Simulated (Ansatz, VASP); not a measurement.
Au in VASP and in Ansatz

```
CELL_PARAMETERS angstrom
-1.65727 1.65727 1.60755
1.65727 -1.65727 1.60755
1.65727 1.65727 -1.60755
ATOMIC_POSITIONS crystal
Au 0.00000 0.00000 0.00000
```

Change from the starting cell: strain +0.000 along x and y, -0.030 along z, atoms carried along.

Alike in both runs: task single point; functional PBE; k mesh 20 × 20 × 20; occupations gaussian, width 0.15 eV; no spin polarisation.

```csv
,VASP,Ansatz
version,VASP 6.6.1,Ansatz 0.2.0
potentials or method,"VASP PAW PBE potentials, release 64 (Au)","scalar-relativistic, plane waves, PAW"
plane-wave cutoff (eV),520,420
valence electrons in the cell,11,19
```

Ansatz gave:

| Item | Value |
| --- | --- |
| gap on the k mesh at the Fermi level (eV) | none |
| pressure (GPa) | 2.9 |
| largest component of the traceless stress (GPa) | 0.05 |

**Question.** Estimate VASP's values.

**Answer.** gap on the k mesh at the Fermi level (eV): none; pressure (GPa): 2.7; largest component of the traceless stress (GPa): 0.05.

A gap of «none» marks a metal or a gap that the smearing closes. The functional is the same, so the differences come from potentials, cutoffs and numerics. The two sets of potentials don't hold the same shells in valence.

The runs have no spin-orbit coupling, so splittings on Au are missing.
